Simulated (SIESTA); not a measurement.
The system is HfO2.

```
Hf O
1.0
     0.00000    2.55750    2.55750
     2.55750    0.00000    2.55750
     2.55750    2.55750    0.00000
Hf O
1 2
Cartesian
  0.0000 0.0000 0.0000
  3.8363 3.8363 3.8363
  1.2788 1.2788 1.2788
```

Measurements of this composition are mostly on another form, of space group No. 14.

| Item | Value |
| --- | --- |
| Program | SIESTA 5.4.2 |
| Task | relaxation of cell and atoms |
| Functional | vdW-DF-cx |
| Potentials or basis | PseudoDojo 0.4 stringent (PBE files, fully relativistic) |
| Basis | SZ (energy shift 0.01 Ry) |
| Grid cutoff | 400 Ry |
| Energy shift | 0.01 Ry |
| k mesh | 7 × 7 × 7, shifted |
| Occupations | fermi-dirac, width 0.05 eV |
| Spin | non-collinear spin, ferromagnetic start, spin-orbit coupling |
| Starting moments | [[0.289, 0.289, 0.289], [0.0, 0.0, 0.0], [0.0, 0.0, 0.0]] μB |

At the start: pressure -17.9 GPa; volume 11.15 Å³/atom.

Q: Where does the relaxation end?

A: Over 13 steps the energy falls by 43.4 meV/atom and the volume is 10.46 Å³/atom (-6.2 %); space group Fm-3m (No. 225, to 0.05 Å); moment 0.00 μB per cell.

The path:
```csv
step,energy change (eV),largest force (eV/Å),pressure (GPa),volume (Å³)
1,0.0000,0.0002,-17.88,33.46
2,-0.0327,0.0003,-16.00,33.15
3,-0.1195,0.0037,6.37,30.81
4,-0.1282,0.0035,-2.57,31.62
5,-0.1270,0.0012,3.43,31.06
6,-0.1299,0.0006,0.90,31.28
7,-0.1298,0.0006,1.07,31.27
8,-0.1301,0.0047,0.23,31.34
9,-0.1301,0.0052,0.25,31.34
10,-0.1301,0.0044,-0.13,31.39
11,-0.1301,0.0040,-0.45,31.42
12,-0.1301,0.0031,-0.48,31.42
13,-0.1301,0.0005,-0.04,31.37
```

Final structure:
```
Hf O
1.0
     0.00253    2.50459    2.50459
     2.50459    0.00253    2.50459
     2.50459    2.50459    0.00253
Hf O
1 2
Direct
  0.00000 0.00000 0.00000
  0.75009 0.75009 0.75009
  0.24991 0.24991 0.24991
```

Caveat: the basis has no polarisation orbitals; the potentials were made for another functional, which shifts forces and pressure; the basis of atomic orbitals isn't converged, which shifts pressures, moduli and gaps.
